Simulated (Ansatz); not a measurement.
**AlGa3N4: pressure coefficient of the gap from its deformation potential**

These are results of DFT PBEsol, scalar-relativistic, plane waves, PAW (Ansatz), not measurements. Cutoff 420 eV, mesh 6×6×6 in the first runs.

The relaxed cell is P-43m with a = 4.468 Å. An equation of state gives B0 = 191.4 GPa at V0 = 11.146 Å³/atom, and gaps on the k mesh of 2.502 eV at 10.812 Å³/atom, 2.290 eV at 11.147 Å³/atom, 2.088 eV at 11.481 Å³/atom.

Q: Predict dE_g/dP at zero pressure, and compare with cells relaxed under pressure.

A: A parabola in ln V through the three points has the slope a = dE_g/d ln V = -6.89 eV at V0. Since dP = −B d ln V, dE_g/dP = −a/B = 36.0 meV/GPa. Separate runs under pressure gave gaps (over the zone) of 2.253 eV at -1.02 GPa, 2.290 eV at -0.01 GPa, 2.327 eV at 1.03 GPa, a slope of 36.2 meV/GPa at zero. The two routes agree within 0.3 meV/GPa. Compression widens this gap. Pressure coefficients of semilocal functionals are as a rule better than their gaps.